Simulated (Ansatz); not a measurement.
**TiB2 (P6/mmm): frozen displacement of one atom**

Wanted for TiB2 (P6/mmm): a frozen displacement of one atom.

Computed with Ansatz 0.2.0, driven from Python. Level of theory: DFT PBEsol, plane waves, PAW.

### Step 1. Starting point

The structure is hexagonal, space group P6/mmm (No. 191). The conventional cell has a = 3.029 Å, b = 3.029 Å, c = 3.228 Å, α = 90.00°, β = 90.00°, γ = 120.00°. Ti (site symmetry 6/mmm) has 12 B at 2.38 Å as nearest neighbours. B (site symmetry -6m2) has 3 B at 1.75 Å and 6 Ti at 2.38 Å as nearest neighbours.

No structure file is read: the coordinates are typed or built in the script.

### Step 2. The script

push_tib2.py

```python
"""Frozen displacement of one atom in TiB2."""

from dataclasses import dataclass

import ansatz
import numpy as np
from pymatgen.core import Lattice, Structure
from pymatgen.io.ase import AseAtomsAdaptor


@dataclass(frozen=True)
class RunConfig:
    occupations: str = "fermi_dirac"
    kgrid: tuple[int, ...] = (11, 11, 9)
    scf_tol: float = 1e-09
    xc: str = "pbesol"
    ecut: int = 550


settings = RunConfig()

pmg_structure = Structure(
    Lattice([(3.0292, 0.0, 0.0), (-1.5146, 2.623364, 0.0), (0.0, 0.0, 3.2284)]),
    ["Ti", "B", "B"],
    [
        (0.0, 0.0, 0.0),
        (1 / 3, 2 / 3, 0.5),
        (2 / 3, 1 / 3, 0.5),
    ],
)
system = ansatz.Crystal.from_ase(AseAtomsAdaptor.get_atoms(pmg_structure))

inverse = np.linalg.inv(np.array(system.lattice.vectors))
home = np.array(system.sites[1].position)
values = np.linspace(-0.02, 0.02, 5)
energies, pulls = [], []
for shift in values:
    moved = system.move(1, to=home + shift * inverse[0])
    calculation = (
        moved.calculation()
        .occupations(settings.occupations)  # smearing steadies the SCF of a metal
        .pseudopotentials("paw")
        .kpoints(*settings.kgrid)
        .scf(tolerance=settings.scf_tol)
        .functional(settings.xc)
        .basis(settings.ecut)  # plane waves up to this kinetic energy
        .forces()
    )
    rep = calculation.run(threads=1, backend="cpu").report
    energies.append(rep["free_energy_ev"])
    pulls.append(rep["forces_ev_ang"][1][0])

# the force is minus the slope of the free energy
print("shift (A)   dE (eV)   force along x (eV/A)")
for shift, e, f in zip(values, energies, pulls):
    print(f"{shift:8.3f} {e - energies[2]:10.5f} {f:12.4f}")
print(f"stiffness from energies {2 * np.polyfit(values, energies, 2)[0]:.3f}, from forces {-np.polyfit(values, pulls, 1)[0]:.3f} eV/A^2")
```

### Step 3. The input behind the calls

The engine receives this input (first run):

```yaml
crystal:
  lattice:
    - [3.0292, 0.0, 0.0]
    - [-1.5146, 2.623364, 0.0]
    - [0.0, 0.0, 3.2284]
  atoms:
    - { symbol: Ti, position: [0.0, 0.0, 0.0] }
    - { symbol: B, position: [0.32673093005854126, 0.6666666666666666, 0.5] }
    - { symbol: B, position: [0.6666666666666666, 0.3333333333333333, 0.5] }
basis:
  ecutwfc: 550.0
kpoints:
  mp_grid:
    grid: [11, 11, 9]
hamiltonian:
  xc: pbesol
  pseudopotentials:
    kind: paw
scf:
  convergence:
    dr2_threshold: 1.0e-09
  occupations:
    method: fermi_dirac
output:
  forces: true
```

### Step 4. Launch

Launch:

```
python push_tib2.py
```

Output:

```text
shift (A)   dE (eV)   force along x (eV/A)
  -0.020    0.00388       0.3879
  -0.010    0.00097       0.1939
   0.000    0.00000      -0.0000
   0.010    0.00097      -0.1939
   0.020    0.00388      -0.3879
stiffness from energies 19.391, from forces 19.392 eV/A^2
```

Wall time 48 s (1 thread of Arm Neoverse V2, shared host); peak memory 0.58 GiB.

### Step 5. Inputs of later runs

The engine's inputs for some of the other runs:

Run 3, against run 1:

```diff
@@ -8 +8 @@
-    - { symbol: B, position: [0.32673093005854126, 0.6666666666666666, 0.5] }
+    - { symbol: B, position: [0.33333333333333326, 0.6666666666666666, 0.5] }
```

Run 4, against run 1:

```diff
@@ -8 +8 @@
-    - { symbol: B, position: [0.32673093005854126, 0.6666666666666666, 0.5] }
+    - { symbol: B, position: [0.33663453497072926, 0.6666666666666666, 0.5] }
```

Run 5, against run 1:

```diff
@@ -8 +8 @@
-    - { symbol: B, position: [0.32673093005854126, 0.6666666666666666, 0.5] }
+    - { symbol: B, position: [0.33993573660812526, 0.6666666666666666, 0.5] }
```

### Step 6. What each run gave

From the records of these 5 runs:

```tsv
run	shift of atom 2 from run 1 (Å)	energy from run 3 (meV/atom)	SCF cycles	CPU time (s)
1	0.000	1.29	6	11
2	0.010	0.32	6	11
3	0.020	0.00	6	1.7
4	0.030	0.32	6	11
5	0.040	1.29	6	11
```

Energies are free energies F = E - TS of the smeared occupations. 

### Step 7. What came out

| quantity | value |
| --- | --- |
| runs compared | 5 |
| range of energy | 1.29 meV/atom |
| lowest point, shift of atom 2 from run 1 (Å) | 0.020 |

The curvature of the energy gives 19.391 eV/Å² and the slope of the force 19.392 eV/Å², a positive curvature. For a metal this k-point mesh is coarse: on a finer one energies can move by several to tens of meV an atom and pressures by half a GPa or more, differences at one mesh by less. In a metal a curvature from energy changes of a few meV or less hangs on mesh and smearing, in size and even in sign. All periodic images of the atom move with it, so the curvature is one diagonal element of the zone-centre force constants and no normal mode; a positive value doesn't exclude soft modes in which several atoms move.
